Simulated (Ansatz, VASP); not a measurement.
Two plane-wave programs on Pt

```
CELL_PARAMETERS angstrom
0.00000 1.93925 1.93925
1.93925 0.00000 1.93925
1.93925 1.93925 0.00000
ATOMIC_POSITIONS crystal
Pt 0.00000 0.00000 0.00000
```

Alike in both runs: task single point; functional PBEsol; k mesh 18 × 18 × 18; occupations gaussian, width 0.1 eV; no spin polarisation.

|  | VASP | Ansatz |
| --- | --- | --- |
| version | VASP 6.6.1 | Ansatz 0.2.0 |
| potentials or method | VASP PAW PBE potentials, release 64 (Pt) | scalar-relativistic, plane waves, PAW |
| plane-wave cutoff (eV) | 520 | 420 |
| valence electrons in the cell | 10 | 18 |

VASP gave:

| Item | Value |
| --- | --- |
| gap on the k mesh at the Fermi level (eV) | none |
| pressure (GPa) | 9.1 |

What did Ansatz give for the same quantities?

gap on the k mesh at the Fermi level (eV): none; pressure (GPa): 9.5.

A gap of «none» marks a metal or a gap that the smearing closes. The functional is the same, so the differences come from potentials, cutoffs and numerics. The two sets of potentials don't hold the same shells in valence.

Caveats: the PAW data sets were made with another functional, which shifts forces and pressure a little (VASP). Spin-orbit coupling is left out, which matters for the levels of Pt.
